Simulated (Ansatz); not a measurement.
# Random displacements in Al3GaN4

Theory: DFT r2SCAN, scalar-relativistic, plane waves, PAW (Ansatz 0.2.0). The runs took a 500 eV cutoff, a Γ-centred 6×6×6 mesh and Gaussian smearing (0.05 eV). No spin polarisation. Energies are free energies at this smearing, counted from the undisturbed cell; pressure is positive in compression.

The undisturbed cell (relaxed at this level; it needn't be the usual structure):

```yaml
crystal:
  lattice:
    - [4.40124, 0.00000, 0.00000]
    - [0.00000, 4.40124, 0.00000]
    - [0.00000, 0.00000, 4.40124]
  atoms:
    - { symbol: Al, position: [0.50000, 0.50000, 0.00000] }
    - { symbol: Al, position: [0.50000, 0.00000, 0.50000] }
    - { symbol: Al, position: [0.00000, 0.50000, 0.50000] }
    - { symbol: Ga, position: [0.00000, 0.00000, 0.00000] }
    - { symbol: N, position: [0.74446, 0.74446, 0.25554] }
    - { symbol: N, position: [0.74446, 0.25554, 0.74446] }
    - { symbol: N, position: [0.25554, 0.74446, 0.74446] }
    - { symbol: N, position: [0.25554, 0.25554, 0.25554] }
```

The atoms are displaced (Å, in the unstrained cell):

| atom | ux | uy | uz |
| --- | --- | --- | --- |
| Al1 | 0.040 | -0.028 | 0.052 |
| Al2 | -0.041 | -0.022 | 0.042 |
| Al3 | -0.032 | -0.017 | -0.070 |
| Ga4 | 0.067 | 0.035 | -0.013 |
| N5 | -0.024 | -0.002 | -0.020 |
| N6 | -0.014 | -0.009 | 0.028 |
| N7 | -0.005 | -0.045 | 0.000 |
| N8 | 0.010 | 0.088 | -0.018 |

The cell is not strained.

Q: What are the energy change, the stress and the forces?

A: ΔE = 39.0 meV/atom; stress (xx, yy, zz, yz, xz, xy; compression positive) (1.28, 0.26, 1.13, 1.05, -1.33, 0.79) GPa; gap on the mesh 3.71 eV.
| atom | Fx (eV/Å) | Fy | Fz |
| --- | --- | --- | --- |
| Al1 | -0.30 | 0.89 | -1.60 |
| Al2 | 0.60 | 0.29 | -0.52 |
| Al3 | -0.12 | 0.59 | 1.55 |
| Ga4 | -0.79 | -0.68 | -0.02 |
| N5 | 0.60 | 0.98 | 0.48 |
| N6 | 0.39 | -0.20 | -0.72 |
| N7 | -0.18 | 0.25 | 0.04 |
| N8 | -0.19 | -2.11 | 0.79 |

Cost: 1 run of about 0.98 core-minutes, on Intel Xeon Platinum 8259CL (Skylake/Cascade Lake) (shared hosts).